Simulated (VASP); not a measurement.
# GaN (I-4m2) in VASP: a series of runs

One crystal, GaN, is run at these levels: PBE, r2SCAN; tasks: single point.

Everything below comes from runs of VASP 6.6.1. Logs are shortened: lines on timing, memory, paths and dates and some standing lists are left out, and cuts for length are marked.

**1. The cell of the first run**

It takes space group I-4m2 (No. 119, tetragonal). The conventional cell has a = 3.180 Å, b = 3.180 Å, c = 4.553 Å, α = 90.00°, β = 90.00°, γ = 90.00°. Ga (site symmetry -4m2) is surrounded by 4 N at 1.96 Å. N (site symmetry -4m2) has 4 Ga at 1.96 Å as nearest neighbours.

The cell was built by a generator and needn't be a form met in nature.

**2. Single point, PBE (uniaxial_z strain +1.2%)**

INCAR

```
SYSTEM = GaN
PREC     = Accurate       ! precision mode
ENCUT    = 520            ! plane-wave cutoff, eV
EDIFF    = 1E-6           ! SCF threshold, eV
ISMEAR   = -1             ! smearing method
SIGMA    = 0.02           ! smearing width, eV
LREAL    = .False.        ! projectors in reciprocal space
LASPH    = .True.         ! aspherical terms in the spheres
NELM     = 60             ! most SCF steps
ALGO     = Fast           ! electronic algorithm
ISIF     = 2              ! what is computed and relaxed
LWAVE    = .False.        ! write WAVECAR
LCHARG   = .True.         ! write CHGCAR
GGA      = PE             ! functional
LELF     = .True.         ! ELF
LVHAR    = .True.       
NBANDS   = 16             ! bands
```

KPOINTS

```
Automatic mesh
0
Gamma
  10 10 10
  0 0 0
```

POSCAR

```
GaN
1.0
    0.0000000000      2.2489525415      2.2763897625
    2.2489525415      0.0000000000      2.2763897625
    2.2489525415      2.2489525415      0.0000000000
Ga N
1 1
Direct
    0.0000000000      0.0000000000      0.0000000000
    0.2500000000      0.2500000000      0.2500000000
```

Potentials or basis: VASP PAW PBE potentials, release 64 (Ga_d, N).

Command:

```
$ cat potpaw_PBE.64/Ga_d/POTCAR potpaw_PBE.64/N/POTCAR > POTCAR
$ mpirun -np 1 vasp_std > vasp.out
```

OUTCAR:

```text
SYSTEM = GaN
   PREC = Accurate
   ENCUT = 520
   EDIFF = 1E-6
   ISMEAR = -1
   LREAL = .False.
   LASPH = .True.
   NELM = 60
   ISIF = 2
   GGA = PE

 ion  position               nearest neighbor table
   1  0.000  0.000  0.000-   2 1.96   2 1.96   2 1.96   2 1.96
   2  0.250  0.250  0.250-   1 1.96   1 1.96   1 1.96   1 1.96

  LATTYP: Found a body centered tetragonal cell.
 ALAT       =     3.1804991853
 C/A-ratio  =     1.4314669678

  Lattice vectors:

 A1 = (  -2.2489525415,   0.0000000000,   2.2763897625)
 A2 = (   2.2489525415,   0.0000000000,   2.2763897625)
 A3 = (   0.0000000000,   2.2489525415,  -2.2763897625)

Analysis of symmetry for initial positions (statically):
=====================================================================
 Subroutine PRICEL returns:
 Original cell was already a primitive cell.

 Routine SETGRP: Setting up the symmetry group for a
 body centered tetragonal supercell.

 Subroutine GETGRP returns: Found  8 space group operations
 (whereof  8 operations were pure point group operations)
 out of a pool of 16 trial point group operations.

The static configuration has the point symmetry D_2d.

Analysis of symmetry for dynamics (positions and initial velocities):
=====================================================================
 Subroutine PRICEL returns:
 Original cell was already a primitive cell.

 Routine SETGRP: Setting up the symmetry group for a
 body centered tetragonal supercell.

 Subroutine GETGRP returns: Found  8 space group operations
 (whereof  8 operations were pure point group operations)
 out of a pool of 16 trial point group operations.

The dynamic configuration has the point symmetry D_2d.

 Subroutine INISYM returns: Found  8 space group operations
 (whereof  8 operations are pure point group operations),
 and found     1 'primitive' translations

----------------------------------------------------------------------------------------

                                     Primitive cell

  volume of cell :      23.0270

  direct lattice vectors                    reciprocal lattice vectors
[... 75 lines left out ...]
   NGX,Y,Z   is equivalent  to a cutoff of  12.47, 12.47, 12.54 a.u.
   NGXF,Y,Z  is equivalent  to a cutoff of  24.94, 24.94, 25.09 a.u.
 SYSTEM =  GaN
   PREC   = accura    normal or accurate (medium, high low for compatibility)
   ISTART =      0    job   : 0-new  1-cont  2-samecut
   ICHARG =      2    charge: 1-file 2-atom 10-const
   ISPIN  =      1    spin polarized calculation?
   LNONCOLLINEAR =      F non collinear calculations
   LSORBIT =      F    spin-orbit coupling
   LASPH  =      T    aspherical Exc in radial PAW
   ENCUT  =  520.0 eV  38.22 Ry    6.18 a.u.   5.95  5.95  5.91*2*pi/ulx,y,z
   NELM   =     60;   NELMIN=  2; NELMDL= -5     # of ELM steps
   EDIFF  = 0.1E-05   stopping-criterion for ELM
   LREAL  =      F    real-space projection
[... 7 lines left out ...]
   TEBEG  =    0.0;   TEEND  =   0.0 temperature during run
   PSTRESS=    0.0 pullay stress
   NELECT =      18.0000    total number of electrons
   NUPDOWN=      -1.0000    fix difference up-down
   EMIN   =  10.00;   EMAX   =-10.00  energy-range for DOS
   EFERMI =   0.00;   METHOD = LEGACY
   ISMEAR =    -1;   SIGMA  =   0.02  broadening in eV -4-tet -1-fermi 0-gaus
   EFERMI_NEDOS =   21; number of points for ismear=-14 and -15
   IALGO  =     68    algorithm
   IMIX   =      4    mixing-type and parameters
     AMIX     =   0.40;   BMIX     =  1.00
     AMIX_MAG =   1.60;   BMIX_MAG =  1.00
  volume/ion in A,a.u.               =      11.51        77.70
  Fermi-wavevector in a.u.,A,eV,Ry     =   1.508065  2.849829 30.943168  2.274259
  Thomas-Fermi vector in A             =   2.618568
   LORBIT       =      0    0 simple, 1 ext, 2 COOP (PROOUT), +10 PAW based schemes
   GGA     = PE    functional components
   LHFCALC =     F    Hartree Fock is set to
   AEXX    =    0.0000 exact exchange contribution
   IVDW    =     0    specifies the selected vdW correction
   LEPSILON=     F    determine dielectric tensor
   LRPA    =     F    only Hartree local field effects (RPA)
 non-spin polarized calculation
 RMM-DIIS sequential band-by-band and
  energy-cutoff  :      520.00
  volume of cell :       23.03
 maximum number of plane-waves:       636
   NGX = 11   NGY = 11   NGZ = 11

 number of electron      18.0000000 magnetization

 Free energy of the ion-electron system (eV)
  ---------------------------------------------------
  ext. energy  EPLUGINS =         0.00000000
  ---------------------------------------------------
  free energy    TOTEN  =       -12.14630574 eV

  energy without entropy =      -12.14630574  energy(sigma->0) =      -12.14630574

 E-fermi :   5.6031     XC(G=0): -11.6346

 val. band max:        5.2340782962   @ k =   0.0000   0.0000   0.0000
 cond. band min:       6.9000946657   @ k =   0.0000   0.0000   0.0000
 fundamental gap:      1.6660163694
 Fermi energy:         5.6031372271

 k-point     1 :       0.0000    0.0000    0.0000
  band No.  band energies     occupation
      1     -10.6664      2.00000
      2      -8.2296      2.00000
      3      -8.2165      2.00000
      4      -8.2165      2.00000
      5      -7.9075      2.00000
      6      -7.9073      2.00000
[... 433 lines left out ...]
      3      -7.9989      2.00000
      4      -7.9978      2.00000
      5      -7.8509      2.00000
      6      -7.0066      2.00000
[... 8 lines left out ...]
     15      27.4722      0.00000
     16      27.6816      0.00000

 [... further k-points ...]

------------------------ aborting loop because EDIFF is reached ----------------------------------------

  FORCE on cell =-STRESS in cart. coord.  units (eV):
  Direction    XX          YY          ZZ          XY          YZ          ZX
  --------------------------------------------------------------------------------------
  -------------------------------------------------------------------------------------
  Total        0.6188150      0.6188150      0.4017672      0.0000000      0.0000000      0.0000000
  in kB       43.0560534     43.0560534     27.9542524      0.0000000      0.0000000      0.0000000
  external PRESSURE =      38.0221198 kB  Pullay stress =       0.0000000 kB

 VOLUME and BASIS-vectors are now :
 -----------------------------------------------------------------------------
  energy-cutoff  :      520.00
  volume of cell :       23.03
      direct lattice vectors                 reciprocal lattice vectors
     0.000000000  2.248952542  2.276389763    -0.222325723  0.222325723  0.219646041
     2.248952542  0.000000000  2.276389763     0.222325723 -0.222325723  0.219646041
     2.248952542  2.248952542  0.000000000     0.222325723  0.222325723 -0.219646041

 POSITION                                       TOTAL-FORCE (eV/Angst)
 -----------------------------------------------------------------------------------
      0.00000      0.00000      0.00000        -0.000000     -0.000000      0.000000
      1.12448      1.12448      1.13819         0.000000      0.000000     -0.000000
 -----------------------------------------------------------------------------------
    total drift:                                0.000002      0.000002      0.000002

  FREE ENERGIE OF THE ION-ELECTRON SYSTEM (eV)
  ---------------------------------------------------
  free  energy   TOTEN  =       -12.1463057430 eV

  energy  without entropy=      -12.1463057430  energy(sigma->0) =      -12.14630574
```

OSZICAR:

```text
N       E                     dE             d eps       ncg     rms          rms(c)
DAV:   1     0.841696410924E+02    0.84170E+02   -0.94588E+03  3640   0.202E+03
DAV:   2    -0.810835449819E+01   -0.92278E+02   -0.86003E+02  3816   0.337E+02
DAV:   3    -0.140685710340E+02   -0.59602E+01   -0.59380E+01  3792   0.717E+01
DAV:   4    -0.141363534728E+02   -0.67782E-01   -0.67776E-01  4208   0.822E+00
DAV:   5    -0.141371909536E+02   -0.83748E-03   -0.83747E-03  3872   0.818E-01    0.770E+00
RMM:   6    -0.121514851613E+02    0.19857E+01   -0.24889E+00  4700   0.107E+01    0.238E+00
RMM:   7    -0.121509947094E+02    0.49045E-03   -0.20565E-01  4803   0.463E+00    0.167E+00
RMM:   8    -0.121468948889E+02    0.40998E-02   -0.44232E-02  4752   0.211E+00    0.234E-01
RMM:   9    -0.121460919731E+02    0.80292E-03   -0.97970E-03  5467   0.830E-01    0.115E-01
RMM:  10    -0.121463096307E+02   -0.21766E-03   -0.10123E-03  4710   0.284E-01    0.551E-02
RMM:  11    -0.121463034656E+02    0.61651E-05   -0.14854E-04  5164   0.114E-01    0.715E-03
RMM:  12    -0.121463054844E+02   -0.20187E-05   -0.21733E-05  4934   0.438E-02    0.617E-03
RMM:  13    -0.121463057430E+02   -0.25861E-06   -0.30381E-06  3876   0.191E-02
   1 F= -.12146306E+02 E0= -.12146306E+02  d E =-.161985E-10
```

stdout:

```text
POSCAR found type information on POSCAR GaN
 POSCAR found :  2 types and       2 ions
 scaLAPACK will be used
 LDA part: xc-table for (Slater+PW92), standard interpolation
 POSCAR, INCAR and KPOINTS ok, starting setup
 FFT: planning ... GRIDC
 FFT: planning ... GRID_SOFT
 FFT: planning ... GRID
 WAVECAR not read
 entering main loop
```

Wall time 78 s (1 thread of AMD EPYC 7R43 (Zen 3), shared host); peak memory 0.12 GiB.

What came out:

- Free energy: -12.1463 eV
- Pressure: 3.8 GPa
- Band gap on the k mesh: 1.67 eV, direct

**3. Single point, r2SCAN (hydrostatic strain -5.1%)**

POSCAR

```
GaN
1.0
    0.0000000000      2.1344808572      2.1344808572
    2.1344808572      0.0000000000      2.1344808572
    2.1344808572      2.1344808572      0.0000000000
Ga N
1 1
Direct
    0.0000000000      0.0000000000      0.0000000000
    0.2500000000      0.2500000000      0.2500000000
```

INCAR.step1

```
ALGO = Normal ; EDIFF = 1E-4
ENCUT = 520 ; GGA = PE
ISMEAR = 0 ; LASPH = True
LCHARG = False ; LREAL = False
LWAVE = True ; NBANDS = 16
NELM = 60 ; PREC = Accurate
SIGMA = 0.01
```

INCAR.step2

```
ALGO = Normal ; EDIFF = 1E-6
ENCUT = 520 ; ISIF = 2
ISMEAR = 0 ; ISTART = 1
LASPH = True ; LCHARG = True
LELF = True ; LMIXTAU = True
LREAL = False ; LVHAR = True
LWAVE = False ; METAGGA = R2SCAN
NBANDS = 16 ; NELM = 60
PREC = Accurate ; SIGMA = 0.01
```

KPOINTS

```
k-points
0
Gamma
  10 10 10
```

Potentials or basis: VASP PAW PBE potentials, release 64 (Ga_d, N).

Command:

```
$ cat potpaw_PBE.64/Ga_d/POTCAR potpaw_PBE.64/N/POTCAR > POTCAR
$ cp INCAR.step1 INCAR
$ mpirun -np 1 vasp_std > vasp.out
$ cp INCAR.step2 INCAR
$ mpirun -np 1 vasp_std > vasp.out
```

OUTCAR:

```text
EDIFF = 1E-6
   ENCUT = 520
   ISIF = 2
   ISMEAR = 0
   ISTART = 1
   LASPH = True
   LREAL = False
   METAGGA = R2SCAN
   NELM = 60
   PREC = Accurate

 ion  position               nearest neighbor table
   1  0.000  0.000  0.000-   2 1.85   2 1.85   2 1.85   2 1.85
   2  0.250  0.250  0.250-   1 1.85   1 1.85   1 1.85   1 1.85

  LATTYP: Found a face centered cubic cell.
 ALAT       =     4.2689617144

  Lattice vectors:

 A1 = (   0.0000000000,   2.1344808572,   2.1344808572)
 A2 = (   2.1344808572,   0.0000000000,   2.1344808572)
 A3 = (   2.1344808572,   2.1344808572,   0.0000000000)

Analysis of symmetry for initial positions (statically):
=====================================================================
 Subroutine PRICEL returns:
 Original cell was already a primitive cell.

 Routine SETGRP: Setting up the symmetry group for a
 face centered cubic supercell.

 Subroutine GETGRP returns: Found 24 space group operations
 (whereof 24 operations were pure point group operations)
 out of a pool of 48 trial point group operations.

The static configuration has the point symmetry T_d .

Analysis of symmetry for dynamics (positions and initial velocities):
=====================================================================
 Subroutine PRICEL returns:
 Original cell was already a primitive cell.

 Routine SETGRP: Setting up the symmetry group for a
 face centered cubic supercell.

 Subroutine GETGRP returns: Found 24 space group operations
 (whereof 24 operations were pure point group operations)
 out of a pool of 48 trial point group operations.

The dynamic configuration has the point symmetry T_d .

 Subroutine INISYM returns: Found 24 space group operations
 (whereof 24 operations are pure point group operations),
 and found     1 'primitive' translations

----------------------------------------------------------------------------------------
[... 112 lines left out ...]
     AMIX     =   0.40;   BMIX     =  1.00
     AMIX_MAG =   1.60;   BMIX_MAG =  1.00
  volume/ion in A,a.u.               =       9.72        65.63
  Fermi-wavevector in a.u.,A,eV,Ry     =   1.595377  3.014826 34.629938  2.545229
  Thomas-Fermi vector in A             =   2.693305
   LORBIT       =      0    0 simple, 1 ext, 2 COOP (PROOUT), +10 PAW based schemes
   METAGGA = R2SCAN    functional components
   LHFCALC =     F    Hartree Fock is set to
   AEXX    =    0.0000 exact exchange contribution
   IVDW    =     0    specifies the selected vdW correction
   LEPSILON=     F    determine dielectric tensor
   LRPA    =     F    only Hartree local field effects (RPA)
 non-spin polarized calculation
 Gauss-broadening in eV      SIGMA  =   0.01
  energy-cutoff  :      520.00
  volume of cell :       19.45
 maximum number of plane-waves:       544
   NGX = 11   NGY = 11   NGZ = 11

 number of electron      18.0000005 magnetization

 Free energy of the ion-electron system (eV)
  ---------------------------------------------------
  ext. energy  EPLUGINS =         0.00000000
  ---------------------------------------------------
  free energy    TOTEN  =       -21.47843826 eV

  energy without entropy =      -21.47843826  energy(sigma->0) =      -21.47843826

 E-fermi :   7.0102     XC(G=0): -13.6267

 val. band max:        6.9589550805   @ k =   0.0000   0.0000   0.0000
 cond. band min:      10.1564319009   @ k =   0.0000   0.0000   0.0000
 fundamental gap:      3.1974768205
 Fermi energy:         7.0102221157

 k-point     1 :       0.0000    0.0000    0.0000
  band No.  band energies     occupation
      1     -11.3310      2.00000
      2      -7.1312      2.00000
      3      -7.1312      2.00000
      4      -7.1312      2.00000
      5      -6.5642      2.00000
      6      -6.5642      2.00000
[... 433 lines left out ...]
      3      -6.7554      2.00000
      4      -6.7554      2.00000
      5      -6.4678      2.00000
      6      -5.8782      2.00000
[... 8 lines left out ...]
     15      32.0970      0.00000
     16      33.1194      0.00000

 [... further k-points ...]

------------------------ aborting loop because EDIFF is reached ----------------------------------------

  FORCE on cell =-STRESS in cart. coord.  units (eV):
  Direction    XX          YY          ZZ          XY          YZ          ZX
  --------------------------------------------------------------------------------------
  -------------------------------------------------------------------------------------
  Total        5.4652802      5.4652802      5.4652802      0.0000000      0.0000000      0.0000000
  in kB      450.2111297    450.2111297    450.2111297      0.0000000      0.0000000      0.0000000
  external PRESSURE =     450.2111297 kB  Pullay stress =       0.0000000 kB

 VOLUME and BASIS-vectors are now :
 -----------------------------------------------------------------------------
  energy-cutoff  :      520.00
  volume of cell :       19.45
      direct lattice vectors                 reciprocal lattice vectors
     0.000000000  2.134480857  2.134480857    -0.234248997  0.234248997  0.234248997
     2.134480857  0.000000000  2.134480857     0.234248997 -0.234248997  0.234248997
     2.134480857  2.134480857  0.000000000     0.234248997  0.234248997 -0.234248997

 POSITION                                       TOTAL-FORCE (eV/Angst)
 -----------------------------------------------------------------------------------
      0.00000      0.00000      0.00000        -0.000000     -0.000000      0.000000
      1.06724      1.06724      1.06724         0.000000      0.000000     -0.000000
 -----------------------------------------------------------------------------------
    total drift:                                0.000010      0.000010      0.000010

  FREE ENERGIE OF THE ION-ELECTRON SYSTEM (eV)
  ---------------------------------------------------
  free  energy   TOTEN  =       -21.4784382588 eV

  energy  without entropy=      -21.4784382588  energy(sigma->0) =      -21.47843826
```

Wall time 1.8 min (1 thread of AMD EPYC 7R43 (Zen 3), shared host); peak memory 0.12 GiB.

Results:

```
Free energy            : -21.4784 eV
Pressure               : 45.0 GPa
Band gap on the k mesh : 3.20 eV, direct
```

Caveat: so large a pressure means that the cell lies far from this level's equilibrium, or that cutoff or potentials fall short; the potentials were made for another functional, which shifts forces and pressure.
